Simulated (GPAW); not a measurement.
**Ge: density of states with PBEsol+D3(BJ)**

Crystal: Ge.

```
Ge
1.0
     0.00000    2.82891    2.82891
     2.82891    0.00000    2.82891
     2.82891    2.82891    0.00000
Ge
2
Direct
  0.74757 0.75281 0.74785
  0.49561 0.50296 0.50223
```

The cell isn't the ideal one: atoms moved at random, drawn with an rms of 0.02 Å.

| Quantity | Value |
| --- | --- |
| Program | GPAW 26.7.0 |
| Task | density of states |
| Functional | PBEsol |
| Dispersion | D3(BJ) |
| Potentials or basis | PAW data sets generated in the run's folder for this functional |
| Cutoff | 600 eV |
| Basis | pw |
| k mesh | 8 × 8 × 8 |
| Occupations | gaussian, width 0.1 eV |
| Spin | no spin polarisation |
| Maxiter | 150 |
| k mesh for the DOS | 12 × 12 × 12 |
| Dos width | 0.05 eV |

```yaml
Pressure: -0.9 GPa
Largest_force: 0.166 eV/Å
Band_gap_on_the_k_mesh: 0.04 eV, direct
Dispersion_energy_per_atom: -0.273 eV
```

Forces on the atoms (eV/Å):
```
Ge   0.140  0.073 -0.053
Ge  -0.140 -0.073  0.053
```

Stress tensor (GPa, compression positive):
```
-0.88 -0.16  0.22
-0.16 -0.88  0.42
 0.22  0.42 -0.88
```

Levels at points of the mesh, in eV from the valence-band top:
```
           k point  band 1  band 2  band 3  band 4  band 5  band 6  band 7
(0.00, 0.00, 0.00)  -12.82   -0.11   -0.06    0.00    0.04    2.43    2.51
(0.00, 0.00, 0.50)  -10.77   -7.59   -1.48   -1.44    0.06    3.62    3.67
(0.00, 0.50, 0.00)  -10.74   -7.66   -1.50   -1.40    0.09    3.60    3.73
(0.00, 0.50, 0.50)   -8.99   -8.90   -3.15   -3.11    0.57    0.65    9.44
(0.50, 0.00, 0.00)  -10.73   -7.70   -1.49   -1.40    0.11    3.61    3.73
(0.50, 0.00, 0.50)   -8.97   -8.92   -3.14   -3.12    0.59    0.63    9.45
(0.50, 0.50, 0.00)   -8.96   -8.93   -3.14   -3.12    0.59    0.62    9.45
(0.50, 0.50, 0.50)  -10.72   -7.71   -1.49   -1.41    0.12    3.62    3.73
```

States per cell in windows of 0.5 eV (zero at the valence-band top; states under -8 eV left out):
| from (eV) | total |
| --- | --- |
| -8.0 | 0.48 |
| -7.5 | 0.36 |
| -7.0 | 0.26 |
| -6.5 | 0.16 |
| -6.0 | 0.12 |
| -5.5 | 0.09 |
| -5.0 | 0.09 |
| -4.5 | 0.48 |
| -4.0 | 0.55 |
| -3.5 | 0.65 |
| -3.0 | 0.68 |
| -2.5 | 0.64 |
| -2.0 | 0.61 |
| -1.5 | 0.32 |
| -1.0 | 0.18 |
| -0.5 | 0.07 |
| 0.0 | 0.03 |
| 0.5 | 0.23 |
| 1.0 | 0.47 |
| 1.5 | 0.86 |
| 2.0 | 0.42 |
| 2.5 | 0.60 |
| 3.0 | 0.51 |
| 3.5 | 0.74 |
| 4.0 | 0.51 |
| 4.5 | 0.94 |
| 5.0 | 0.41 |
| 5.5 | 0.60 |

Run time: 5 min on 1 thread of Arm Neoverse V1, on a shared host, peak memory 0.98 GiB.

A k mesh can miss the band edges.
